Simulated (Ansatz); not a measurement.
# Bi2Se3 (Paraguanajuatite) (R-3m) in Ansatz: notebook

The runs below take Bi2Se3 (Paraguanajuatite) through band structure, with PBE, r2SCAN.

Program: Ansatz 0.2.0. These are calculated values, not measurements. Logs are shortened: lines on timing, memory, paths and dates and some standing lists are left out, and cuts for length are marked.

## (1) Starting point

It takes space group R-3m (No. 166, trigonal). Conventional cell: a = 4.143 Å, b = 4.143 Å, c = 28.636 Å, α = 90.00°, β = 90.00°, γ = 120.00°. Around Bi (site symmetry 3m) lie 6 Se at 2.85 to 3.07 Å. Se (site symmetry 3m) has 3 Bi at 2.85 Å as nearest neighbours. Se (site symmetry -3m) has 6 Bi at 3.07 Å as nearest neighbours.

## (2) Band structure, PBE

input.yaml

```yaml
crystal:
  lattice:
    - [2.0715, 1.1959810826, 9.5453333333]
    - [-2.0715, 1.1959810826, 9.5453333333]
    - [0.0, -2.3919621653, 9.5453333333]
  atoms:
    - { symbol: Bi, position: [0.5992, 0.5992, 0.5992] }
    - { symbol: Bi, position: [0.4008, 0.4008, 0.4008] }
    - { symbol: Se, position: [0.7883, 0.7883, 0.7883] }
    - { symbol: Se, position: [0.2117, 0.2117, 0.2117] }
    - { symbol: Se, position: [0.0, 0.0, 0.0] }
hamiltonian:
  xc: pbe
  pseudopotentials: { kind: paw }
kpoints:
  mp_grid: { grid: [8, 8, 8] }
  band_path:
    path:
      - [[0.0, 0.0, 0.0], [0.5, 0.0, 0.0], [0.5, 0.1771325325, -0.1771325325]]
      - [[0.8228674675, 0.5, 0.1771325325], [0.5, 0.5, 0.5], [0.0, 0.0, 0.0], [0.3385662663, 0.0, -0.3385662663]]
      - [[0.6614337337, 0.3385662663, 0.0], [0.5, 0.5, 0.0], [0.6614337337, 0.6614337337, 0.1771325325], [0.5, 0.5, 0.5]]
      - [[0.5, 0.0, 0.0], [0.8228674675, 0.3385662663, 0.3385662663]]
    npoints: 14
scf:
  occupations: { method: fermi_dirac, width: 0.05 }
  n_extra_bands: 12
output:
  forces: true
  stress: true
  eigenvalues: true
  fatbands: false
```

Potentials or basis: Ansatz PAW.

Command:

```sh
$ ansatz run input.yaml --threads 2 --pin off --max-ram 5632MiB --backend cpu --events-out ev --progress --plain --runs-dir out
```

Log:

```text
Warning: RAYON_NUM_THREADS=2 ignored (pool sized by the plan → 2); use --threads N
basis.fft_grid_basis auto: the FFT boxes are laid along the combinations [[1, 0, -1], [0, 1, -1], [0, 0, 1]] of the cell's own vectors, 4.143, 4.143 and 9.840 Å long. The dense box has 30×30×72 points. Along the cell's own vectors, as sized, it would have 72×72×72, 5.76 times as many. Of the 12 symmetry operations that the crystal satisfies within crystal.symmetry.tolerance (time reversal apart; of a slab, those that keep its plane) the dense box along the cell's own vectors carries 12, and the one as laid loses 8 of those. basis.fft_grid_basis: typed keeps the cell's own vectors: state it where this run's energies or levels are differenced outside the engine with another run's, or held beside a run that keeps those vectors.
scf.n_extra_bands = 12 over 39 filled bands (N_el = 78.0): the run solves 51 bands
Engine: ansatz 0.2.0, x86_64-unknown-linux-gnu
Pseudopotentials: kind: paw
Pseudopotential: Bi, paw, valence charge 15, recommended cutoff 420 eV (normal), Bi.paw.azcp
Pseudopotential: Se, paw, valence charge 16, recommended cutoff 420 eV (normal), Se.paw.azcp
Functional definition: PBE
  parameter kappa = 0.804
  parameter beta = 0.06672455060314922
  exchange = pbe_x(kappa = kappa, mu = beta*pi^2/3)
  correlation = pbe_c(beta = beta)
Crystal: 5 atoms, lattice volume = 141.890 Å³
Basis set: ecut = 420 eV, 2743 PW (Γ), FFT grids on a1−a3, a2−a3, a3, exchange–correlation on 60×60×144 points (8 copies of the dense FFT grid, shifted against one another)
Bands: 51, of which v1, the nominal top of the filled ones, is band 39 counted from 1 (38 counted from 0)
Symmetry: 12 space group operations
Space group: R-3m (ITA 166), of the structure as read, at distance tolerance 5.2e-5 Å
k-points: 65 of 512
Non-local potential: Bi, projectors of the file, l = 0: 2, l = 1: 2, l = 2: 2, l = 3: 2
Non-local potential: Se, projectors of the file, l = 0: 2, l = 1: 2, l = 2: 3, l = 3: 1
PAW form: soft (Blöchl's): semilocal exchange-correlation on the pseudo side does not see the compensation charge
PAW one-centre angular grid: Bi, 590 points (default); XC on 64 Gauss nodes
PAW one-centre angular grid: Se, 590 points (default); XC on 64 Gauss nodes
Initial density: superposition of atomic densities (neutral atoms: chi_scale 0, normalization atom), corrected by the library's trained network
Initial wavefunctions: pseudopotential atomic-orbital guess
Functional: x = pbe(κ = 0.804, μ = 0.2195149727645171), c = pbe(β = 0.06672455060314922)
SCF iter   1: F=—  HF=-41202.214819 eV  |F-HF|=—  |Δ(HF+E_count)|=         —  Δρ=1.25e-3  dr2=3.25e-3  ethr=1.77e-3  ⟨swp⟩=8.0  Hψ=14216  notcnv=0  defer=89
preconditioner: auto → Resta (q_TF=auto, 2.469 Å⁻¹)  ε∞=3.3  [insulator: Δε(μ)=0.207 eV  Ē_g=10.939 eV  σ=0.050 eV  W_gap=0.78  n_scr=36 (ndim 8)  ℏωp=16.5 eV  f_vac=0.033  D(μ)=0.02/eV (n_scr^D=0)  ε∞_Penn≈3.3]
SCF iter   2: F=—  HF=-41202.213134 eV  |F-HF|=—  |Δ(HF+E_count)|=   1.68e-3  Δρ=5.95e-4  dr2=5.36e-4  ethr=4.17e-6  ⟨swp⟩=2.1  Hψ=6379  notcnv=0  defer=200
SCF iter   3: F=—  HF=-41202.213293 eV  |F-HF|=—  |Δ(HF+E_count)|=   1.59e-4  Δρ=3.01e-4  dr2=1.86e-4  ethr=6.87e-7  ⟨swp⟩=2.1  Hψ=3706  notcnv=0  defer=200
SCF iter   4: F=—  HF=-41202.213394 eV  |F-HF|=—  |Δ(HF+E_count)|=   1.01e-4  Δρ=1.26e-4  dr2=6.02e-5  ethr=2.38e-7  ⟨swp⟩=2.4  Hψ=4565  notcnv=0  defer=200
SCF iter   5: F=—  HF=-41202.213394 eV  |F-HF|=—  |Δ(HF+E_count)|=   1.32e-7  Δρ=4.69e-5  dr2=3.66e-6  ethr=7.72e-8  ⟨swp⟩=2.0  Hψ=3617  notcnv=0  defer=200
SCF iter   6: F=—  HF=-41202.213399 eV  |F-HF|=—  |Δ(HF+E_count)|=   4.52e-6  Δρ=1.28e-5  dr2=3.14e-7  ethr=4.69e-9  ⟨swp⟩=2.0  Hψ=5308  notcnv=0  defer=200
SCF iter   7: F=-41202.213399 eV  HF=-41202.213399 eV  |F-HF|=5.09e-8  |Δ(HF+E_count)|=   2.96e-7  Δρ=5.64e-6  dr2=4.36e-8  ethr=1.28e-10  ⟨swp⟩=11.8  Hψ=16678  notcnv=0
SCF 1 converged in 7 iterations: F = -41202.213399 eV  dr2 = 4.36e-8
NSCF: frozen V_eff on 130 k-points
SCF converged after 7 iterations
Free energy (F): -41202.213399 eV
Harris-Foulkes:  -41202.213399 eV  (|F-HF|=5.09e-8)
Internal energy: -41202.213191 eV  (E = F + TS)
E sigma→0 (E₀):  -41202.213295 eV
Entropy (-TS):   -0.000207 eV (-0.041 meV/atom)
Fermi energy:    9.191213 eV
--- Per-component energies (eV) ---
  E_band       = -1338.993435
  E_kinetic    = 957.937522
  E_local      = -10358.539651  (includes V_loc(G=0)·N_el)
  E_nonlocal   = -663.320441
  E_hartree    = 4612.224283
  E_xc         = -617.078175
  E_vxc        = -584.975743  (∫ρ·V_xc dr)
  E_paw        = -27059.057507  (= ΣΔE_a)
  E_vpaw       = 85.456502  (= ΣTr[D̂ρ^β])
  E_aug_tail   = -0.002644  (compensation charges beyond the density's cutoff)
  E_ewald      = -8074.376580
  E_smearing   = -0.000207  (= −TS)
  E_closure    = 0.000000  (closes the sum)
  Σ components = -41202.213399   (vs F -41202.213399, Δ=0.00e0)
--- Forces (eV/Å), atoms counted from 1 ---
  atom   1  Bi     0.00000000    -0.00000000     0.15846109
  atom   2  Bi     0.00000000     0.00000000    -0.15846109
  atom   3  Se     0.00000000    -0.00000000     0.15934604
  atom   4  Se     0.00000000     0.00000000    -0.15934604
  atom   5  Se    -0.00000000     0.00000000     0.00000000
  max |Σ_I F_I| component: 4.63e-18 eV/Å
--- Stress (GPa, compression-positive) ---
        2.540642       0.000000       0.000000
        0.000000       2.540642      -0.000000
        0.000000      -0.000000       2.563800
  P = ⅓ Tr σ = 2.5484 GPa (25.484 kbar)
--- Band table (eV; the first three rows and the last of 65) ---
  k-point 0: bands = ["-38.3058", "-38.3058", "-38.3056", "-38.3056", "-38.2996", "-38.2996", "-38.2991", "-38.2991", "-38.2964", "-38.2962", "-38.1755", "-38.1672", "-38.1672", "-38.1365", "-38.1365", "-14.0536", "-14.0536", "-14.0517", "-14.0517", "-14.0428", "-14.0403", "-14.0320", "-14.0320", "-14.0293", "-14.0293", "-5.3614", "-4.6308", "-3.7664", "-0.4402", "0.3263", "6.8915", "6.9637", "7.2006", "7.2006", "7.2083", "7.2083", "7.8630", "7.8630", "9.0815", "9.2969", "10.4748", "10.4748", "11.2055", "11.7977", "11.7977", "14.9161", "16.0864", "16.0864", "16.1442", "16.1740", "16.8650"]
  k-point 1: bands = ["-38.3058", "-38.3058", "-38.3056", "-38.3055", "-38.2997", "-38.2996", "-38.2991", "-38.2991", "-38.2964", "-38.2962", "-38.1755", "-38.1672", "-38.1672", "-38.1365", "-38.1365", "-14.0557", "-14.0535", "-14.0499", "-14.0481", "-14.0406", "-14.0381", "-14.0341", "-14.0324", "-14.0312", "-14.0292", "-5.2194", "-4.5102", "-3.6834", "-0.5317", "0.1633", "6.0426", "6.1323", "6.7061", "6.7936", "7.3006", "7.7164", "7.7295", "8.0963", "8.3631", "10.2094", "10.8645", "10.9427", "11.2125", "11.7895", "12.0478", "14.5524", "15.1402", "16.2072", "16.3885", "16.7578", "17.1032"]
  k-point 2: bands = ["-38.3058", "-38.3057", "-38.3056", "-38.3055", "-38.2997", "-38.2996", "-38.2992", "-38.2990", "-38.2963", "-38.2962", "-38.1754", "-38.1672", "-38.1672", "-38.1365", "-38.1365", "-14.0623", "-14.0590", "-14.0425", "-14.0408", "-14.0406", "-14.0366", "-14.0333", "-14.0317", "-14.0301", "-14.0284", "-4.8073", "-4.1805", "-3.4726", "-0.8729", "-0.2884", "4.9430", "5.4566", "5.9214", "6.2138", "6.7081", "7.2369", "7.8246", "7.9258", "8.5507", "10.2848", "11.0307", "11.2643", "11.8440", "12.2459", "13.1525", "13.6686", "15.3214", "16.4054", "16.8712", "17.0855", "17.5878"]
  k-point 64: bands = ["-38.3058", "-38.3058", "-38.3056", "-38.3056", "-38.2996", "-38.2996", "-38.2991", "-38.2991", "-38.2964", "-38.2962", "-38.1755", "-38.1672", "-38.1672", "-38.1365", "-38.1365", "-14.0536", "-14.0536", "-14.0517", "-14.0517", "-14.0426", "-14.0405", "-14.0320", "-14.0320", "-14.0292", "-14.0292", "-5.2014", "-4.9666", "-3.4744", "-0.8803", "0.7022", "6.3883", "7.0863", "7.0863", "7.4486", "7.4486", "7.5413", "7.6929", "7.6929", "8.6261", "9.7134", "10.7823", "10.7823", "11.1373", "11.4584", "11.4584", "14.8695", "15.7604", "15.7604", "16.0803", "16.4577", "17.4871"]
```

It took 49 s on 2 threads of Intel Xeon at 2.50GHz (Skylake/Cascade Lake), shared host; peak memory 0.72 GiB.

What came out:

| Property | Result |
| --- | --- |
| Free energy | -41202.2134 eV |
| Pressure | 2.5 GPa |
| Largest force | 0.159 eV/Å |
| Band gap on the k mesh | 0.22 eV, direct |
| Band gap along the path | 0.22 eV, direct |

Forces on the atoms (eV/Å):
```
Bi   0.000  0.000  0.158
Bi   0.000  0.000 -0.158
Se   0.000  0.000  0.159
Se   0.000  0.000 -0.159
Se   0.000  0.000  0.000
```

Levels at the corners of the path, in eV from the valence-band top:
```csv
point,band 36,band 37,band 38,band 39,band 40,band 41,band 42,band 43
Γ,-1.87,-1.22,-1.22,0.00,0.22,1.39,1.39,2.12
L,-3.00,-2.15,-1.24,-0.56,0.84,1.92,2.96,3.15
B1,-2.65,-1.89,-1.08,-0.71,1.65,2.23,2.85,3.78
B,-2.65,-1.89,-1.08,-0.71,1.65,2.23,2.85,3.78
Z,-1.54,-1.39,-1.39,-0.46,0.63,1.70,1.70,2.06
Γ,-1.87,-1.22,-1.22,0.00,0.22,1.39,1.39,2.12
X,-3.00,-1.75,-1.23,-0.69,1.66,2.51,2.60,4.03
Q,-3.00,-1.75,-1.23,-0.69,1.66,2.51,2.60,4.03
F,-1.90,-1.88,-1.65,-1.01,1.34,1.95,2.59,2.99
P1,-2.41,-1.52,-1.41,-1.14,1.31,2.03,2.35,2.97
Z,-1.54,-1.39,-1.39,-0.46,0.63,1.70,1.70,2.06
L,-3.00,-2.15,-1.24,-0.56,0.84,1.92,2.96,3.15
P,-2.41,-1.52,-1.41,-1.14,1.31,2.03,2.35,2.97
```

Caveat: spin-orbit coupling is left out, which as a rule narrows the gap of such compounds by several tenths of an eV.

## (3) Band structure, r2SCAN

input.yaml, as its differences from that of step 2:

```diff
@@ -12,3 +12,3 @@
 hamiltonian:
-  xc: pbe
+  xc: r2scan
   pseudopotentials: { kind: paw }
@@ -31 +31,5 @@
   fatbands: false
+  write_density: true
+  write_potential: true
+  elf: true
+  volumetric_format: npy
```

Potentials or basis: Ansatz PAW.

Command:

```sh
$ ansatz run input.yaml --threads 2 --pin off --max-ram 5632MiB --backend cpu --events-out ev --progress --plain --runs-dir out
```

It took 93 s on 2 threads of Intel Xeon at 2.50GHz (Skylake/Cascade Lake), shared host; peak memory 1.2 GiB.

It converged, with:

```
Free energy             : -41258.5964 eV
Pressure                : 1.4 GPa
Largest force           : 0.080 eV/Å
Band gap on the k mesh  : 0.49 eV, direct
Band gap along the path : 0.49 eV, direct
```

Forces in eV/Å, atoms in the order of the input:
```
Bi   0.000  0.000  0.032
Bi   0.000  0.000 -0.032
Se   0.000  0.000 -0.080
Se   0.000  0.000  0.080
Se   0.000  0.000  0.000
```

Stress tensor (GPa, compression positive):
```
1.34 0.00 0.00
0.00 1.34 0.00
0.00 0.00 1.53
```

Levels at the corners of the path, in eV from the valence-band top:
| point | band 36 | band 37 | band 38 | band 39 | band 40 | band 41 | band 42 | band 43 |
| --- | --- | --- | --- | --- | --- | --- | --- | --- |
| Γ | -2.02 | -1.35 | -1.35 | 0.00 | 0.49 | 1.53 | 1.53 | 2.35 |
| L | -3.11 | -2.25 | -1.38 | -0.59 | 1.08 | 2.09 | 3.22 | 3.39 |
| B1 | -2.77 | -2.00 | -1.16 | -0.76 | 1.90 | 2.46 | 3.09 | 4.05 |
| B | -2.77 | -2.00 | -1.16 | -0.76 | 1.90 | 2.46 | 3.09 | 4.05 |
| Z | -1.53 | -1.53 | -1.50 | -0.41 | 0.83 | 1.84 | 1.84 | 2.29 |
| Γ | -2.02 | -1.35 | -1.35 | 0.00 | 0.49 | 1.53 | 1.53 | 2.35 |
| X | -3.11 | -1.87 | -1.29 | -0.75 | 1.90 | 2.75 | 2.82 | 4.30 |
| Q | -3.11 | -1.87 | -1.29 | -0.75 | 1.90 | 2.75 | 2.82 | 4.30 |
| F | -1.96 | -1.94 | -1.79 | -1.06 | 1.57 | 2.16 | 2.77 | 3.25 |
| P1 | -2.49 | -1.66 | -1.50 | -1.14 | 1.53 | 2.25 | 2.53 | 3.24 |
| Z | -1.53 | -1.53 | -1.50 | -0.41 | 0.83 | 1.84 | 1.84 | 2.29 |
| L | -3.11 | -2.25 | -1.38 | -0.59 | 1.08 | 2.09 | 3.22 | 3.39 |
| P | -2.49 | -1.66 | -1.50 | -1.14 | 1.53 | 2.25 | 2.53 | 3.24 |

Caveat: spin-orbit coupling is left out, which as a rule narrows the gap of such compounds by several tenths of an eV; the PAW data sets come from PBE, with cores solved anew for the run's functional, which leaves a small shift of forces and pressure. r2SCAN opens gaps a little over a GGA but as a rule still falls short of measured ones.
